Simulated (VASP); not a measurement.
Here is a VASP 6.6.1 calculation.

Contents of INCAR:

```
PREC = Accurate ; ENCUT = 520
EDIFF = 1E-7 ; ISMEAR = 0
SIGMA = 0.05 ; LREAL = False
LASPH = True ; NELM = 60
ALGO = Normal ; ISIF = 2
LWAVE = False ; LCHARG = False
ISPIN = 2 ; MAGMOM = 0.5 0 0
LORBIT = 11 ; LMAXMIX = 4
LDAU = True ; LDAUTYPE = 2
LDAUL = 2 -1 ; LDAUU = 6 0
LDAUJ = 0 0 ; LDAUPRINT = 1
GGA = PE ; NBANDS = 22
```

Contents of KPOINTS:

```
Automatic mesh
0
Gamma
  6 6 4
```

The input POSCAR:

```
PtS2
1.0
    3.1165126000     -1.9104842100      0.0000000000
    3.1165126000      1.9104842100      0.0000000000
   -0.0030682400      0.0000000000      4.3949362900
Pt S
1 2
Direct
    0.0000000000      0.0000000000      0.0000000000
    0.6879000000      0.6879000000      0.2889000000
    0.3121000000      0.3121000000      0.7111000000
```

Potentials or basis: VASP PAW PBE potentials, release 64 (Pt, S).

Launch:

```sh
$ cat potpaw_PBE.64/Pt/POTCAR potpaw_PBE.64/S/POTCAR > POTCAR
$ mpirun -np 1 vasp_std > vasp.out
```

Question: Predict the largest force.

Answer: 1.258 eV/Å.

Question: Predict the net moment.

Answer: 0.00 μB per cell.

Stress tensor (GPa, compression positive):
```
 -3.86   0.00  -6.19
  0.00 -15.34   0.00
 -6.19   0.00  -3.20
```

Caveat: forces of over 1 eV/Å show positions far from the minimum, so gaps and moduli don't describe the material at rest. The run has no spin-orbit coupling, so splittings on Pt are missing.
